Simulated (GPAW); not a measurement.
# CdS (Greenockite) (P6_3mc) in GPAW: equation of state

Aim: energy against volume of CdS (Greenockite) in PBE, for its equilibrium volume and stiffness.

Everything below comes from runs of GPAW 26.7.0. Logs are shortened: lines on timing, memory, paths and dates and some standing lists are left out, and cuts for length are marked. The log counts tension as positive stress, the text compression.

## 1. The crystal as given

It takes space group P6_3mc (No. 186, hexagonal). Conventional cell: a = 4.150 Å, b = 4.150 Å, c = 6.737 Å, α = 90.00°, β = 90.00°, γ = 120.00°. Around Cd (site symmetry 3m) lie 4 S at 2.53 to 2.54 Å. S (site symmetry 3m) has 4 Cd at 2.53 to 2.54 Å as nearest neighbours.

## 2. Equation of state, PBE

run.py

```python
from ase.eos import EquationOfState
from ase.io import Trajectory, read
from ase.units import GPa
from gpaw import GPAW, PW

atoms = read('CdS.xyz')

traj = Trajectory('eos.traj', 'w')
volumes, energies = [], []
for x in [0.94, 0.96, 0.98, 1.0, 1.02, 1.04, 1.06]:
    a = atoms.copy()
    a.set_cell(atoms.cell * x**(1 / 3), scale_atoms=True)
    calc = GPAW(mode=PW(600),
                xc='PBE',
                kpts={'size': (7, 7, 4), 'gamma': True},
                occupations={'name': 'fermi-dirac', 'width': 0.05},
                nbands=31,
                convergence={'density': 1e-05, 'energy': 1e-05},
                maxiter=150,
                txt=f'eos-{x:.2f}.txt')
    a.calc = calc
    energies.append(a.get_potential_energy(force_consistent=True))
    volumes.append(a.get_volume())
    p = -a.get_stress()[:3].mean() / GPa
    calc.write(f'eos-{x:.2f}.gpw')
    traj.write(a)
    print(f'{x:.2f} {volumes[-1]:10.4f} A^3 {energies[-1]:14.6f} eV {p:9.3f} GPa', flush=True)

v0, e0, B = EquationOfState(volumes, energies, eos='birchmurnaghan').fit()
print(f'V0 = {v0:.4f} A^3, E0 = {e0:.6f} eV, B0 = {B / GPa:.2f} GPa')
```

CdS.xyz

```xyz
4
Lattice="4.1500000000 0.0000000000 0.0000000000 -2.0750000000 3.5940054257 0.0000000000 0.0000000000 0.0000000000 6.7370000000" Properties=species:S:1:pos:R:3 pbc="T T T"
Cd     2.0750000002      1.1980018084      3.3685000000
Cd    -0.0000000002      2.3960036173      0.0000000000
S      2.0750000002      1.1980018084      5.8948750000
S     -0.0000000002      2.3960036173      2.5263750000
```

Potentials or basis: GPAW PAW data sets (gpaw-data 1.2.1), pw.

Command:

```console
> OMP_NUM_THREADS=1 python run.py
```

Log:

```text
__  _  _
 | _ |_)|_||  |
 |__||  | ||/\| - 26.7.0

Input parameters:
  mode=PW(ecut=600.0),
  convergence={'density': 1e-05, 'energy': 1e-05},
  kpts=MonkhorstPack(size=(7, 7, 4), gamma=True),
  maxiter=150,
  nbands=31,
  occupations=Occupations(name='fermi-dirac', width=0.05),
  xc=XC(name='PBE')

Diagonalizing LCAO Hamiltonian
Converting LCAO to pw mode

            S

            Cd
        S

        Cd

Atoms  # Å, Bohr magnetons
|   | symbol |         x |        y |        z |    initial magnetic moments |
|---|--------|-----------|----------|----------|-----------------------------|
| 0 |     Cd |  2.032641 | 1.173546 | 3.299736 | ( 0.0000,  0.0000,  0.0000) |
| 1 |     Cd | -0.000000 | 2.347092 | 0.000000 | ( 0.0000,  0.0000,  0.0000) |
| 2 |      S |  2.032641 | 1.173546 | 5.774538 | ( 0.0000,  0.0000,  0.0000) |
| 3 |      S | -0.000000 | 2.347092 | 2.474802 | ( 0.0000,  0.0000,  0.0000) |

Unit cell  # Å
| periodic |         x |        y |        z |  lengths |     angles |
|----------|-----------|----------|----------|----------|------------|
|      yes |  4.065282 | 0.000000 | 0.000000 | 4.065282 |  90.000000 |
|      yes | -2.032641 | 3.520638 | 0.000000 | 4.065282 |  90.000000 |
|      yes |  0.000000 | 0.000000 | 6.599472 | 6.599472 | 120.000000 |

Number of symmetries: 6
Symmetry operations  # r_c * U_cc + t_c -> r_c
|   | kind |            matrix            |
|---|------|------------------------------|
| 0 |  σ   |  1, 1, 0,  0,-1, 0,  0, 0, 1 |
| 1 |  E   |  1, 0, 0,  0, 1, 0,  0, 0, 1 |
| 2 |  C3  |  0, 1, 0, -1,-1, 0,  0, 0, 1 |
| 3 |  σ   |  0,-1, 0, -1, 0, 0,  0, 0, 1 |
| 4 |  σ   | -1, 0, 0,  1, 1, 0,  0, 0, 1 |
| 5 |  C3  | -1,-1, 0,  1, 0, 0,  0, 0, 1 |

BZ-sampling:
  Number of BZ points: 196
  Number of IBZ points: 28

  Monkhorst-Pack size: [7, 7, 4]
  Monkhorst-Pack shift: [0.0, 0.0, 0.125]

K-points  # in reciprocal-cell coordinates
|     |                                coordinates |     weight |
|-----|--------------------------------------------|------------|
|   0 | (  0.00000000,   0.00000000,   0.00000000) | 0.00510204 |
|   1 | (  0.00000000,   0.00000000,   0.25000000) | 0.01020408 |
|   2 | (  0.00000000,   0.00000000,   0.50000000) | 0.00510204 |
|   3 | (  0.14285714,   0.00000000,  -0.25000000) | 0.03061224 |
|   4 | (  0.14285714,   0.00000000,   0.00000000) | 0.03061224 |
|   5 | (  0.14285714,   0.00000000,   0.25000000) | 0.03061224 |
|   6 | (  0.14285714,   0.00000000,   0.50000000) | 0.03061224 |
|   7 | (  0.28571429,  -0.14285714,   0.00000000) | 0.03061224 |
|   8 | (  0.28571429,  -0.14285714,   0.25000000) | 0.06122449 |
|   9 | (  0.28571429,  -0.14285714,   0.50000000) | 0.03061224 |
| ... |                                            |            |
|  27 | (  0.42857143,   0.42857143,   0.50000000) | 0.03061224 |

Plane wave coefficients: 3172
Cutoff: 600.0 eV

Spin-components: 1 (collinear spins)
Bands:           31
Projectors:      22
Spin-degeneracy: 2
Datatype:        complex128

Density:
  Valence electrons: 36.0
  Components: 1
  Grid points: [24 24 40]
  Charge: 0.0  # |e|

Potential:
  Grid points: [24 24 40]

species:
  Cd:
    name:    Cadmium
    Z:       48.0
    valence: 12
    core:    36
    charge:  0.0  # [|e|]
    compensation charges:
      type: gauss
      rc: 0.38  # [Å]
      lmax: 2
    cutoffs:
      filter: 2.12  # [Å]
      core: 2.62  # [Å]
    projectors
    | kind |    occ | energy [eV] | rcut [Å] |
    |------|--------|-------------|----------|
    |   5s |  2.000 |      -5.655 |    1.191 |
    |   5p |  0.000 |      -1.186 |    1.228 |
    |   4d | 10.000 |     -11.739 |    1.164 |
    |    s |        |      21.556 |    1.191 |
    |    p |        |      26.026 |    1.228 |
    |    d |        |      15.473 |    1.164 |

    Using partial waves for Cd as LCAO basis

  S:
    name:    Sulfur
    Z:       16.0
    valence: 6
    core:    10
    charge:  0.0  # [|e|]
    compensation charges:
      type: gauss
      rc: 0.24  # [Å]
      lmax: 2
    cutoffs:
      filter: 1.77  # [Å]
      core: 1.66  # [Å]
    projectors
    | kind |    occ | energy [eV] | rcut [Å] |
    |------|--------|-------------|----------|
    |   3s |  2.000 |     -17.254 |    0.974 |
    |   3p |  4.000 |      -7.008 |    0.979 |
    |    s |        |       9.957 |    0.974 |
    |    p |        |      20.203 |    0.979 |
    |    d |        |       0.000 |    0.900 |

    Using partial waves for S as LCAO basis

Reference energy: -326061.476468  # eV

eigensolver:
  PPCG
  Converge bands: occupied
  niter=2

density mixing:
  MSR1-Mixer
  Pratt-step length: 0.05
  Maximum mixing coefficient: 0.75
  Old densities: 10
  SVD Regularization: 0.005
  Good broyden scale: 1.0
  Trust region scale: 1.0
  Backstep threshold: 4.0
  History deletion threshold: 6.0
  Fourier metric: weight=20.0, sigma=0.015

occupation numbers:
  Fermi-Dirac:
    width: 0.0500  # eV

poisson solver:
  ecut: 4800.0  # eV

xc functional:
  name: PBE with 2 nearest neighbor stencil

convergence criteria:
- Maximum integral of absolute [dens]ity change: 1e-05 electrons / valence electron
- Maximum [total energy] change in last 3 cyles: 1e-05 eV / valence electron
- Maximum integral of absolute [eigenst]ate change: 4e-08 eV^2 / valence electron
maximum number of iterations: 150

SCF iterations
|iter     | |      energy | eigst |  dens |
|---------|-|-------------|-------|-------|
|iter:   1| |  -13.530568 | -0.31 |       |
|iter:   2| |  -13.316499 | -2.02 | -1.13 |
|iter:   3| |  -12.537655 | -1.37 | -1.17 |
|iter:   4| |  -12.531256 | -3.15 | -1.73 |
|iter:   5| |  -12.530321 | -3.62 | -2.16 |
|iter:   6| |  -12.530444 | -4.88 | -2.77 |
|iter:   7| |  -12.530457c| -6.25 | -3.49 |
|iter:   8| |  -12.530457c| -7.56c| -4.35 |
|iter:   9| |  -12.530457c| -7.88c| -4.92 |
|iter:  10| |  -12.530457c| -8.13c| -5.26c|

Converged in 10 steps
Energy contributions relative to reference atoms: (reference = -326061.476468)

Energy contributions:
  Kinetic:          45.516417
  Coulomb:         -40.262325
  Zero:              0.275413
  External:          0.000000
  Xc:              -18.059962
  Entropy:          -0.000000
  Spinorbit:         0.000000
  ----------------------------
  Free energy:     -12.530457
  Extrapolated:    -12.530457

dipole moment: (-0.000013, -0.000014, -18.453671)  # |e|*Ang

Fermi level: 4.837
Eigenvalues  # (at kpt = [0.000, 0.000, 0.000])
| band index |      eig [eV] | occ [0-2] |
|------------|---------------|-----------|
|          0 |        -8.557 |     2.000 |
|        ... |               |           |
|         10 |        -3.109 |     2.000 |
|         11 |        -2.725 |     2.000 |
|         12 |        -0.584 |     2.000 |
|         13 |         3.294 |     2.000 |
|         14 |         3.294 |     2.000 |
|         15 |         4.099 |     2.000 |
[... 8 lines left out ...]
|         24 |        11.717 |     0.000 |
|         25 |        12.027 |     0.000 |
|        ... |               |           |
|         30 |        15.758 |     0.000 |

Gap: 1.317 eV
Transition (v -> c):
  (s=0, k=0, n=17, [0.00, 0.00, 0.00]) -> (s=0, k=0, n=18, [0.00, 0.00, 0.00])
No difference between direct/indirect transitions

Stress tensor  # eV/Ang^3
|         x |         y |         z |
|-----------|-----------|-----------|
| -0.037106 |  0.000000 |  0.000000 |
|  0.000000 | -0.037106 |  0.000000 |
|  0.000000 |  0.000000 | -0.042556 |

# Writing to eos-0.94.gpw (mode='')
```

Run time: 6.7 min. Hardware: 1 thread of Intel Xeon Platinum 8259CL at 2.50GHz (Skylake/Cascade Lake), shared host; peak memory 0.43 GiB.

What came out:

```yaml
Equilibrium_volume: 25.94 Å³/atom
Bulk_modulus_at_fixed_shape_and_positions: 54 GPa
Pressure_derivative_of_the_bulk_modulus: 4.6
```

Energy against volume, from the lowest point:
```tsv
volume (Å³/atom)	energy (meV/atom)
23.614	41.64
24.116	24.55
24.618	12.32
25.121	4.45
25.623	0.47
26.126	0.00
26.628	2.68
```

Caveat: the cell was scaled at fixed shape and fractional positions, which overstates the stiffness of a crystal with free parameters, most of all of layers and chains.
